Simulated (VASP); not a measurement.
The system is ZnS.

```
Zn S
1.0
     0.00000    2.70200    2.70200
     2.70200    0.00000    2.70200
     2.70200    2.70200    0.00000
Zn S
1 1
Direct
  0.75000 0.75000 0.75000
  0.00000 0.00000 0.00000
```

Base run:

```yaml
Program: VASP 6.6.1
Functional: TB-mBJ
Potentials_or_basis: VASP PAW PBE potentials, release 64 (Zn, S)
Cutoff: 520 eV
k_mesh: 10 × 10 × 10
Occupations: gaussian, width 0.02 eV
Spin: no spin polarisation
```

Its results: band gap on the k mesh 3.70 eV, direct.

Task: The run is repeated on the same cell with these changes: functional from TB-mBJ to r2SCAN. What comes out?

Result: Band gap on the k mesh 2.67 eV, direct.

Not every run made on this cell is shown here.
